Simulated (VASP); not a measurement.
The system is CdF2.

```
Cd F
1.0
     0.00000    2.69697    2.69697
     2.69697    0.00000    2.69697
     2.69697    2.69697    0.00000
Cd F
1 2
Direct
  0.00000 0.00000 0.00000
  0.25000 0.25000 0.25000
  0.75000 0.75000 0.75000
```

Base run:

- Program: VASP 6.6.1
- Functional: PBE
- Potentials or basis: VASP PAW PBE potentials, release 64 (Cd, F)
- Cutoff: 520 eV
- k mesh: 10 × 10 × 10
- Occupations: gaussian, width 0.03 eV
- Spin: no spin polarisation

Its results: band gap on the k mesh 3.06 eV, indirect (least direct gap 3.56 eV); pressure 5.8 GPa.

Problem. After a change of settings the same cell gave: band gap on the k mesh 2.79 eV, indirect (least direct gap 3.27 eV); pressure -5.1 GPa. Which change was it?
A. functional from PBE to LDA; potentials or basis from VASP PAW PBE potentials, release 64 (Cd, F) to VASP PAW LDA potentials, release 64 (Cd, F)
B. functional from PBE to r2SCAN
C. further incar settings from ALGO = Normal; EDIFF = 1e-06; NBANDS = 20 to ALGO = Normal; EDIFF = 1e-06; NBANDS = 45

Solution. A.
